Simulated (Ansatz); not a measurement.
# Gallium, hcp under PBEsol: structure, energy and stiffness, part 2 of 2

Aim: take gallium in the hcp structure, relax it, solve it on a dense k-mesh, then scale the cell to 7 volumes from 88 to 112 % of the relaxed one and try a fit of the equation of state. Spin polarisation is left out. The k-meshes are 12×12×7 for the relaxation; 20×20×11 for the dense run; 14×14×8 for the volumes.

Ansatz 0.2.0; DFT, PBEsol, plane waves (420 eV) with PAW, scalar-relativistic. The steps go on from the part before.

## Step 6: Volume × 0.96

Contents of input.yaml:

```yaml
crystal:
  lattice:
    - [2.9247191674, 0.0, 0.0]
    - [-1.4623595837, 2.5328810979, 0.0]
    - [0.0, 0.0, 4.6260721963]
  atoms:
    - { symbol: Ga, position: [0.3333333333, 0.6666666667, 0.25] }
    - { symbol: Ga, position: [0.6666666667, 0.3333333333, 0.75] }
hamiltonian:
  xc: pbesol
  pseudopotentials:
    kind: paw
    azcp:
      Ga: "pseudopotentials/Ga.paw.azcp"
basis:
  ecutwfc: 420
  fft_grid_basis: typed
kpoints:
  mp_grid: { grid: [14, 14, 8], shift: [0, 0, 0] }
magnetization:
  spin_polarized: false
scf:
  occupations: { method: fermi_dirac, width: 0.1 }
  lower_state_search: "off"
output:
  stress: true
```

Output (excerpt; [...] marks lines left out):

```text
Warning: <dir> the record states the generating functional pbe (its physics header spells it `PBE`), which answers neither for hamiltonian.xc's functional nor for the pbesol family's — results may be inconsistent (PPs are generated against a specific XC)
Warning: RAYON_NUM_THREADS=2 ignored (pool sized by the plan → 2); use --threads N
[...]
Pseudopotentials: kind: paw
Pseudopotential: Ga, paw, valence charge 13, recommended cutoff 420 eV (normal), <dir>
Functional definition: PBEsol
[...]
Crystal: 2 atoms, lattice volume = 34.270 Å³
Basis set: ecut = 420 eV, 687 PW (Γ)
Bands: 17, of which v1, the nominal top of the filled ones, is band 13 counted from 1 (12 counted from 0)
Symmetry: 24 space group operations
Space group: P63/mmc (ITA 194), of the structure as read, at distance tolerance 3.2e-5 Å
k-points: 120 of 1568
[...]
SCF iter   1: F=—  HF=-7486.335824 eV  |F-HF|=—  |Δ(HF+E_count)|=         —  Δρ=2.37e-3  dr2=1.20e-3  ethr=1.77e-3  ⟨swp⟩=5.0  Hψ=9418  notcnv=0
[...]
SCF iter   6: F=-7486.334589 eV  HF=-7486.334589 eV  |F-HF|=6.46e-11  |Δ(HF+E_count)|=   1.42e-9  Δρ=6.21e-7  dr2=6.27e-11  ethr=7.12e-12  ⟨swp⟩=1.1  Hψ=6293  notcnv=0
[...]
SCF converged after 6 iterations
Free energy (F): -7486.334589 eV
[...]
E sigma→0 (E₀):  -7486.320556 eV
Entropy (-TS):   -0.028067 eV (-14.034 meV/atom)
Fermi energy:    10.955057 eV
[...]
--- Stress (GPa, compression-positive) ---
        2.667283      -0.000000       0.000000
       -0.000000       2.667283       0.000000
        0.000000       0.000000       3.314517
  P = ⅓ Tr σ = 2.8830 GPa (28.830 kbar)
```

Wall time 1.9 s (2 threads of an Arm CPU, shared host); peak memory 0.33 GiB.

## Step 7: Volume × 1.0

Edit input.yaml of step 6 so:

```diff
@@ -2,5 +2,5 @@
   lattice:
-    - [2.9247191674, 0.0, 0.0]
-    - [-1.4623595837, 2.5328810979, 0.0]
-    - [0.0, 0.0, 4.6260721963]
+    - [2.9647887927, 0.0, 0.0]
+    - [-1.4823943964, 2.5675824113, 0.0]
+    - [0.0, 0.0, 4.689450924]
   atoms:
```

Output (excerpt; [...] marks lines left out):

```text
Warning: <dir> the record states the generating functional pbe (its physics header spells it `PBE`), which answers neither for hamiltonian.xc's functional nor for the pbesol family's — results may be inconsistent (PPs are generated against a specific XC)
Warning: RAYON_NUM_THREADS=2 ignored (pool sized by the plan → 2); use --threads N
[...]
Pseudopotentials: kind: paw
Pseudopotential: Ga, paw, valence charge 13, recommended cutoff 420 eV (normal), <dir>
Functional definition: PBEsol
[...]
Crystal: 2 atoms, lattice volume = 35.698 Å³
Basis set: ecut = 420 eV, 687 PW (Γ)
Bands: 17, of which v1, the nominal top of the filled ones, is band 13 counted from 1 (12 counted from 0)
Symmetry: 24 space group operations
Space group: P63/mmc (ITA 194), of the structure as read, at distance tolerance 3.3e-5 Å
k-points: 120 of 1568
[...]
SCF iter   1: F=—  HF=-7486.349170 eV  |F-HF|=—  |Δ(HF+E_count)|=         —  Δρ=2.00e-3  dr2=1.08e-3  ethr=1.77e-3  ⟨swp⟩=5.1  Hψ=9635  notcnv=0
[...]
SCF iter   6: F=-7486.347949 eV  HF=-7486.347949 eV  |F-HF|=1.39e-7  |Δ(HF+E_count)|=   8.44e-8  Δρ=2.17e-5  dr2=7.87e-8  ethr=3.85e-10  ⟨swp⟩=2.6  Hψ=7627  notcnv=0
[...]
SCF converged after 6 iterations
Free energy (F): -7486.347949 eV
[...]
E sigma→0 (E₀):  -7486.334019 eV
Entropy (-TS):   -0.027860 eV (-13.930 meV/atom)
Fermi energy:    10.364871 eV
[...]
--- Stress (GPa, compression-positive) ---
        0.054996       0.000000       0.000000
        0.000000       0.054996       0.000000
        0.000000       0.000000       0.539560
  P = ⅓ Tr σ = 0.2165 GPa (2.165 kbar)
```

It took 1.6 s on 2 threads of an Arm CPU, shared host; peak memory 0.33 GiB.

## Step 8: Volume × 1.04

Edit input.yaml of step 7 so:

```diff
@@ -2,5 +2,5 @@
   lattice:
-    - [2.9647887927, 0.0, 0.0]
-    - [-1.4823943964, 2.5675824113, 0.0]
-    - [0.0, 0.0, 4.689450924]
+    - [3.0038036457, 0.0, 0.0]
+    - [-1.5019018229, 2.6013702651, 0.0]
+    - [0.0, 0.0, 4.7511613024]
   atoms:
@@ -26 +26,5 @@
   stress: true
+  write_density: true
+  write_potential: true
+  elf: true
+  volumetric_format: npy
```

Output (excerpt; [...] marks lines left out):

```text
Warning: <dir> the record states the generating functional pbe (its physics header spells it `PBE`), which answers neither for hamiltonian.xc's functional nor for the pbesol family's — results may be inconsistent (PPs are generated against a specific XC)
Warning: RAYON_NUM_THREADS=2 ignored (pool sized by the plan → 2); use --threads N
[...]
Pseudopotentials: kind: paw
Pseudopotential: Ga, paw, valence charge 13, recommended cutoff 420 eV (normal), <dir>
Functional definition: PBEsol
[...]
Crystal: 2 atoms, lattice volume = 37.126 Å³
Basis set: ecut = 420 eV, 711 PW (Γ)
Bands: 17, of which v1, the nominal top of the filled ones, is band 13 counted from 1 (12 counted from 0)
Symmetry: 24 space group operations
Space group: P63/mmc (ITA 194), of the structure as read, at distance tolerance 3.3e-5 Å
k-points: 120 of 1568
[...]
SCF iter   1: F=—  HF=-7486.341296 eV  |F-HF|=—  |Δ(HF+E_count)|=         —  Δρ=1.77e-3  dr2=1.04e-3  ethr=1.77e-3  ⟨swp⟩=5.1  Hψ=9591  notcnv=0
[...]
SCF iter   6: F=-7486.340072 eV  HF=-7486.340072 eV  |F-HF|=1.42e-7  |Δ(HF+E_count)|=   9.97e-8  Δρ=2.16e-5  dr2=7.96e-8  ethr=3.85e-10  ⟨swp⟩=6.0  Hψ=12630  notcnv=0
[...]
SCF converged after 6 iterations
Free energy (F): -7486.340072 eV
[...]
E sigma→0 (E₀):  -7486.326172 eV
Entropy (-TS):   -0.027799 eV (-13.900 meV/atom)
Fermi energy:    9.819733 eV
[...]
--- Stress (GPa, compression-positive) ---
       -2.031570       0.000000       0.000000
        0.000000      -2.031570       0.000000
        0.000000       0.000000      -1.637801
  P = ⅓ Tr σ = -1.9003 GPa (-19.003 kbar)
--- Band table (eV; the first three rows and the last of 120) ---
  k-point 0: bands = ["-5.1501", "-5.0502", "-5.0502", "-5.0497", "-5.0241", "-5.0241", "-4.9993", "-4.9993", "-4.8441", "-4.8441", "-1.3845", "5.2258", "5.8875", "19.1047", "19.1047", "21.1616", "21.1616"]
[...]
```

It took 2.3 s on 2 threads of an Arm CPU, shared host; peak memory 0.34 GiB.

## Step 9: Volume × 1.08

Edit input.yaml of step 8 so:

```diff
@@ -2,5 +2,5 @@
   lattice:
-    - [3.0038036457, 0.0, 0.0]
-    - [-1.5019018229, 2.6013702651, 0.0]
-    - [0.0, 0.0, 4.7511613024]
+    - [3.0418305135, 0.0, 0.0]
+    - [-1.5209152568, 2.6343024987, 0.0]
+    - [0.0, 0.0, 4.8113089699]
   atoms:
@@ -26,5 +26 @@
   stress: true
-  write_density: true
-  write_potential: true
-  elf: true
-  volumetric_format: npy
```

Output (excerpt; [...] marks lines left out):

```text
Warning: <dir> the record states the generating functional pbe (its physics header spells it `PBE`), which answers neither for hamiltonian.xc's functional nor for the pbesol family's — results may be inconsistent (PPs are generated against a specific XC)
Warning: RAYON_NUM_THREADS=2 ignored (pool sized by the plan → 2); use --threads N
[...]
Pseudopotentials: kind: paw
Pseudopotential: Ga, paw, valence charge 13, recommended cutoff 420 eV (normal), <dir>
Functional definition: PBEsol
[...]
Crystal: 2 atoms, lattice volume = 38.554 Å³
Basis set: ecut = 420 eV, 749 PW (Γ)
Bands: 17, of which v1, the nominal top of the filled ones, is band 13 counted from 1 (12 counted from 0)
Symmetry: 24 space group operations
Space group: P63/mmc (ITA 194), of the structure as read, at distance tolerance 3.4e-5 Å
k-points: 120 of 1568
[...]
SCF iter   1: F=—  HF=-7486.316568 eV  |F-HF|=—  |Δ(HF+E_count)|=         —  Δρ=1.63e-3  dr2=1.03e-3  ethr=1.77e-3  ⟨swp⟩=5.1  Hψ=9533  notcnv=0
[...]
SCF iter   6: F=-7486.315376 eV  HF=-7486.315376 eV  |F-HF|=1.22e-7  |Δ(HF+E_count)|=   9.82e-8  Δρ=1.99e-5  dr2=6.87e-8  ethr=3.85e-10  ⟨swp⟩=2.9  Hψ=7872  notcnv=0
[...]
SCF converged after 6 iterations
Free energy (F): -7486.315376 eV
[...]
E sigma→0 (E₀):  -7486.301479 eV
Entropy (-TS):   -0.027792 eV (-13.896 meV/atom)
Fermi energy:    9.314411 eV
[...]
--- Stress (GPa, compression-positive) ---
       -3.693734       0.000000      -0.000000
        0.000000      -3.693734       0.000000
       -0.000000       0.000000      -3.336772
  P = ⅓ Tr σ = -3.5747 GPa (-35.747 kbar)
```

It took 1.8 s on 2 threads of an Arm CPU, shared host; peak memory 0.34 GiB.

## Step 10: Volume × 1.12

Edit input.yaml of step 9 so:

```diff
@@ -2,5 +2,5 @@
   lattice:
-    - [3.0418305135, 0.0, 0.0]
-    - [-1.5209152568, 2.6343024987, 0.0]
-    - [0.0, 0.0, 4.8113089699]
+    - [3.0789296639, 0.0, 0.0]
+    - [-1.539464832, 2.6664313054, 0.0]
+    - [0.0, 0.0, 4.8699892527]
   atoms:
```

Output (excerpt; [...] marks lines left out):

```text
Warning: <dir> the record states the generating functional pbe (its physics header spells it `PBE`), which answers neither for hamiltonian.xc's functional nor for the pbesol family's — results may be inconsistent (PPs are generated against a specific XC)
Warning: RAYON_NUM_THREADS=2 ignored (pool sized by the plan → 2); use --threads N
[...]
Pseudopotentials: kind: paw
Pseudopotential: Ga, paw, valence charge 13, recommended cutoff 420 eV (normal), <dir>
Functional definition: PBEsol
[...]
Crystal: 2 atoms, lattice volume = 39.981 Å³
Basis set: ecut = 420 eV, 773 PW (Γ)
Bands: 17, of which v1, the nominal top of the filled ones, is band 13 counted from 1 (12 counted from 0)
Symmetry: 24 space group operations
Space group: P63/mmc (ITA 194), of the structure as read, at distance tolerance 3.4e-5 Å
k-points: 120 of 1568
[...]
SCF iter   1: F=—  HF=-7486.278630 eV  |F-HF|=—  |Δ(HF+E_count)|=         —  Δρ=1.70e-3  dr2=1.19e-3  ethr=1.77e-3  ⟨swp⟩=5.1  Hψ=9335  notcnv=0
[...]
SCF iter   6: F=-7486.277387 eV  HF=-7486.277387 eV  |F-HF|=3.18e-11  |Δ(HF+E_count)|=   6.25e-9  Δρ=5.10e-7  dr2=3.62e-11  ethr=3.60e-11  ⟨swp⟩=2.0  Hψ=7113  notcnv=0
[...]
SCF converged after 6 iterations
Free energy (F): -7486.277387 eV
[...]
E sigma→0 (E₀):  -7486.263484 eV
Entropy (-TS):   -0.027806 eV (-13.903 meV/atom)
Fermi energy:    8.845199 eV
[...]
--- Stress (GPa, compression-positive) ---
       -5.008832       0.000000       0.000000
       -0.000000      -5.008832       0.000000
        0.000000       0.000000      -4.675149
  P = ⅓ Tr σ = -4.8976 GPa (-48.976 kbar)
```

Wall time 1.8 s (2 threads of an Arm CPU, shared host); peak memory 0.34 GiB.

## Step 11: Fitting the volumes

The cell was scaled evenly, with its shape and the fractional positions fixed.

```
V (Å³/atom)  E − E₀ (meV/atom)  P from the stress (GPa)  P from the fit (GPa)
     15.707               63.8                    10.47                 10.51
     16.421               26.9                     6.24                  6.26
     17.135                6.8                     2.88                  2.89
     17.849                0.0                     0.22                  0.23
     18.563                3.9                    -1.90                 -1.89
     19.277               16.3                    -3.57                 -3.58
     19.991               35.3                    -4.90                 -4.91
```

A third-order Birch-Murnaghan fit gives V₀ = 17.918 Å³/atom, B₀ = 58 GPa and B₀′ = 4.8; it misses no point by more than 0.03 meV/atom.

## Step 12: Outcome

This closing draws on all 2 parts.

```
                      quantity                                   value
space group (spins left aside)                      P6_3/mmc (No. 194)
             conventional cell  a = 2.965 Å, c = 4.689 Å (c/a = 1.582)
                        volume                          17.849 Å³/atom
             shortest distance                                 2.903 Å
               gap on the mesh            none (levels filled in part)
   relative to alpha-Ga (Cmce)                            +31 meV/atom
                   V₀, B₀, B₀′             17.918 Å³/atom, 58 GPa, 4.8
```

In words: From the guessed start the volume shrank by 8.9 % in 7 steps. It lies 31 meV/atom above the element's reference form at the same level (alpha-Ga (Cmce), from a run of its own). No gap shows: it is a metal or semimetal at this level. The fitted modulus is 58 GPa; letting shape and positions relax at each volume could only lower it. Relaxation kept the symmetry; phonons were not checked.
